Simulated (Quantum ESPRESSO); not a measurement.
Wanted: the native input for a Quantum ESPRESSO 7.5 run.

```yaml
Task: relaxation of cell and atoms
Functional: PBE
Potentials_or_basis: SSSP 1.3 efficiency PBE
Cutoff: 939 eV
Density_cutoff: 3755 eV
k_mesh: 12 × 12 × 12
Occupations: fermi-dirac, width 0.05 eV
Spin: no spin polarisation
Target_pressure: 30 GPa
Mixing_beta: 0.5
Most_SCF_iterations: 120
SCF_threshold: 2e-10 Ry
Most_ionic_steps: 40
Forc_conv_thr: 0.0004 Ry/bohr
Etot_conv_thr: 1e-05 Ry
Ion_dynamics: bfgs
Cell_dynamics: bfgs
Press_conv_thr: 0.3 kbar
```

Pd:

```xyz
1
Lattice="0.0000 1.9465 1.9465 1.9465 0.0000 1.9465 1.9465 1.9465 0.0000" Properties=species:S:1:pos:R:3 pbc="T T T"
Pd    0.0000    0.0000    0.0000
```

The input as run:

pw.in

```
&CONTROL
  calculation = 'vc-relax'
  prefix = 'pwscf'
  outdir = './tmp'
  pseudo_dir = './pseudo'
  tprnfor = .true.
  tstress = .true.
  disk_io = 'low'
  nstep = 40
  forc_conv_thr = 0.0004
  etot_conv_thr = 1d-05
/
&SYSTEM
  ibrav = 0
  nat = 1
  ntyp = 1
  ecutwfc = 69
  nbnd = 15
  occupations = 'smearing'
  smearing = 'fd'
  degauss = 0.00367493
/
&ELECTRONS
  conv_thr = 2d-10
  electron_maxstep = 120
  mixing_beta = 0.5
/
&IONS
  ion_dynamics = 'bfgs'
/
&CELL
  cell_dynamics = 'bfgs'
  press = 300
  press_conv_thr = 0.3
/
ATOMIC_SPECIES
Pd   106.4200 Pd_ONCV_PBE-1.0.oncvpsp.upf
CELL_PARAMETERS angstrom
   0.0000000000    1.9465000000    1.9465000000
   1.9465000000    0.0000000000    1.9465000000
   1.9465000000    1.9465000000    0.0000000000
ATOMIC_POSITIONS crystal
Pd     0.0000000000    0.0000000000    0.0000000000
K_POINTS automatic
12 12 12 0 0 0
```

Potentials or basis: SSSP 1.3 efficiency PBE.

The run is started by

```bash
$ OMP_NUM_THREADS=1 pw.x -in pw.in > pw.out
```

It gave:

```json
{
 "Relaxed volume": "13.49 Å³/atom",
 "Relaxed cell": "a = 2.672 Å, b = 2.672 Å, c = 2.672 Å, α = 60.00°, β = 60.00°, γ = 60.00°",
 "Space group after relaxing (to 0.05 Å)": "Fm-3m (No. 225)",
 "Energy change on relaxing (the enthalpy is what falls)": "+136.7 meV/atom",
 "Ionic steps": "5",
 "Pressure after relaxing": "30.1 GPa",
 "Band gap on the k mesh": "none (metal or under the smearing width)"
}
```

Wall time 79 s on 1 thread of Arm Neoverse V1, with other jobs on the host, peak memory 0.05 GiB.
